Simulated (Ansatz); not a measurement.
NiAs-type BaS

Method: PBEsol, scalar-relativistic; no spin polarisation; PAW, 420 eV, Γ-centred 8×8×6 mesh, 0.05 eV Gaussian smearing; code Ansatz; PAW files: Ansatz's generated set soft_2.

```xyz
4
Lattice="4.3758 0.0000 0.0000 -2.1879 3.7896 0.0000 0.0000 0.0000 7.6836" Properties=species:S:1:pos:R:3 pbc="T T T"
Ba    0.0000    0.0000    0.0000
Ba    0.0000    0.0000    3.8418
S     0.0000    2.5264    1.9209
S     2.1879    1.2632    5.7627
```

The start was a prototype's sites filled with these elements. The Crystallography Open Database lists the compound in space group Fm-3m (rock salt), so this is a trial structure.

The cell has space group P6_3/mmc (read at 0.01 Å). In it the stress is 0.00, 0.00, 0.00, 0.00, 0.00, 0.00 GPa and the largest force component 0.000 eV/Å. Each change below starts from this cell, without further relaxation. Stress is in GPa, positive in compression, in the order xx, yy, zz, yz, xz, xy; energies are counted from the cell above.

Q: What happens when atom 1 (Ba) is moved by 0.08 Å along z?

A: The energy changes by 18.5 meV per cell, and the force on it along the shift is -0.463 eV/Å (−F/u = 5.79 eV/Å²). Stress: 0.05, 0.05, 0.00, 0.00, 0.00, 0.00. The gap on the mesh goes from 2.26 eV to 2.24 eV.
```tsv
atom	Fx (eV/Å)	Fy	Fz
Ba1	0.000	0.000	-0.463
Ba2	0.000	0.000	0.297
S3	0.000	0.000	0.093
S4	0.000	0.000	0.073
```
In a harmonic crystal the energy would rise by −½F·u = ½ × 5.79 × 0.08² eV = 18.5 meV, which matches.

Q: What stress follows from an engineering strain of -2 % in zz, atoms carried along?

A: 0.53, 0.53, 1.89, 0.00, 0.00, 0.00 GPa; the energy changes by 15.0 meV per cell.
The change of the stress over the strain gives a clamped-atom stiffness of about 95 GPa for this component, a secant value that lies under the elastic constant in tension and over it in compression, by several per cent for each per cent of strain.
In a harmonic crystal the energy would rise by V(½Cε² − σ₀ε), with σ₀ the stress of the unstrained cell, = 15.1 meV, which matches.

Kohn–Sham gaps of semilocal functionals lie under measured ones, often by a third or more. No spin–orbit coupling, a notable omission for heavy elements.
